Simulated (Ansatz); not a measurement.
**Rh: checking dH/dP = V**

These are results of Ansatz, DFT PBE, scalar-relativistic, plane waves, PAW, not measurements. Run with 420 eV cutoff, 18×18×18 k-mesh, Gaussian smearing of 0.10 eV, no spin polarisation.

Starting point, cell and atoms relaxed:

```
Rh
1.0
     0.00000    1.91497    1.91497
     1.91497    0.00000    1.91497
     1.91497    1.91497    0.00000
Rh
1
Direct
  0.00000 0.00000 0.00000
```

Cell and atoms were relaxed at each target pressure within the start's symmetry (Fm-3m), at zero temperature; other phases can be more stable under pressure. H = E + PV with P the target; E is the free energy at the smearing used, whose derivative the pressure is, per atom and counted from zero pressure. The mesh named is that at zero pressure; some other pressures ran on another.

```
P (GPa) V (Å³/atom) E − E0 (meV) H − H0 (meV)
      0       14.045           0.0           0.0
      3       13.887           1.5         261.5
      8       13.645           9.7         691.0
     15       13.345          31.1        1280.5
     30       12.811         105.2        2503.9
     60       12.012         323.9        4822.5
```

Problem. Thermodynamics gives dH/dP = V along a relaxed path. Integrate V over P by the trapezoid rule and compare with the computed enthalpies.

Solution. With 1 eV/Å³ = 160.22 GPa, each step adds the mean volume times ΔP / 160.22:
| P (GPa) | ∫V dP (meV) | H − H0 (meV) | difference (meV) |
| --- | --- | --- | --- |
| 3 | 261.5 | 261.5 | 0.0 |
| 8 | 691.1 | 691.0 | 0.1 |
| 15 | 1280.7 | 1280.5 | 0.2 |
| 30 | 2505.1 | 2503.9 | 1.2 |
| 60 | 4829.1 | 4822.5 | 6.7 |

V(P) curves upward, so the trapezoid rule runs high; integrating a smooth curve through the same points (P as a polynomial of degree 4 in ln V) puts that excess at about 5.5 meV at 60 GPa, against the 6.7 meV found.

Problem. At 60 GPa, how much of the enthalpy change is stored energy and how much is the PV term?

Solution. E rises by 324 meV/atom and PV is 60 × 12.012 / 160.22 = 4499 meV/atom, so PV makes 93 % of ΔH. So between rival structures at high pressure a small difference in volume can outweigh the difference in energy: 1 % of this volume is worth 45.0 meV/atom at this pressure.

Problem. What bulk modulus do the lowest pressures give?

Solution. From the pressures that the runs reached, -3.00 GPa (14.215 Å³) and 3.00 GPa (13.887 Å³), B = −ΔP/Δln V = 6.00 / 0.0233 = 257 GPa, a mean over that range.

The enthalpies and volumes agree closely: once the curvature of V(P) is allowed for, little of the 6.7 meV gap at 60 GPa remains. The small remainder probably reflects numerical settings or the interpolation rather than any physical effect. The PV term dominates because E is at its minimum at zero pressure and so rises only quadratically at first, while PV grows almost linearly. The share of stored energy therefore increases steadily with compression, though it is still minor at 60 GPa.

The bulk modulus of 257 GPa is that of a stiff metal, as expected for rhodium. Its 4d band is filled far enough to occupy most of the bonding states, giving strong cohesion and a small atomic volume. Squeezing the atoms together raises the electrons' kinetic energy and the overlap repulsion faster than d bonding can compensate, so each further increment of pressure removes less volume. Agreement between H and ∫V dP shows internal consistency only; a functional with the wrong equilibrium volume or stiffness would pass the same test.
